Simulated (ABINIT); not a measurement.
Crystal: As.

```xyz
4
Lattice="1.8250 -5.5000 0.0000 1.8250 5.5000 0.0000 0.0000 0.0000 4.4700" Properties=species:S:1:pos:R:3 pbc="T T T"
As    1.8250    1.2100    2.5032
As    1.8250   -4.2900    4.2018
As    1.8250   -1.2100    1.9668
As    1.8250    4.2900    0.2682
```

This isn't the form of As at room conditions, which is rhombohedral.

| Property | Result |
| --- | --- |
| Program | ABINIT 10.8.3 (patched build) |
| Task | relaxation of cell and atoms |
| Functional | PBEsol |
| Potentials or basis | JTH PAW PBE v2.0 |
| Cutoff | 408 eV |
| k mesh | 5 × 5 × 4 |
| Occupations | fermi-dirac, width 0.05 eV |
| Spin | no spin polarisation |

At the start: pressure -0.2 GPa; volume 22.43 Å³/atom.

Task: How do energy, volume and symmetry change on relaxing?

Result: Over 12 steps the energy falls by 12.8 meV/atom and the volume is 21.55 Å³/atom (-3.9 %); space group Cmce (No. 64, to 0.05 Å).

The path:
| step | energy change (eV) | largest force (eV/Å) | pressure (GPa) | volume (Å³) |
| --- | --- | --- | --- | --- |
| 1 | 0.0000 | 0.0742 | -0.22 | 89.74 |
| 2 | -0.0035 | 0.0572 | -0.19 | 89.68 |
| 3 | -0.0296 | 0.2323 | 0.01 | 88.84 |
| 4 | -0.0328 | 0.2432 | -0.05 | 88.66 |
| 5 | -0.0393 | 0.1959 | -0.29 | 88.21 |
| 6 | -0.0431 | 0.1175 | -0.46 | 87.94 |
| 7 | -0.0466 | 0.0296 | -0.56 | 87.63 |
| 8 | -0.0482 | 0.0436 | -0.49 | 87.32 |
| 9 | -0.0500 | 0.0550 | -0.27 | 86.78 |
| 10 | -0.0511 | 0.0312 | 0.00 | 86.27 |
| 11 | -0.0513 | 0.0051 | 0.08 | 86.16 |
| 12 | -0.0513 | 0.0061 | 0.07 | 86.19 |

Final structure:
```
As
1.0
     1.88779   -5.43653    0.00000
     1.88779    5.43653    0.00000
     0.00000    0.00000    4.19923
As
4
Direct
  0.38804 0.61196 0.55307
  0.88804 0.11196 0.94693
  0.61196 0.38804 0.44693
  0.11196 0.88804 0.05307
```

Caveat: the k mesh is coarse (spacing up to 0.36 Å⁻¹), so the values aren't converged; the PAW data sets were made with another functional, which shifts forces and pressure a little.
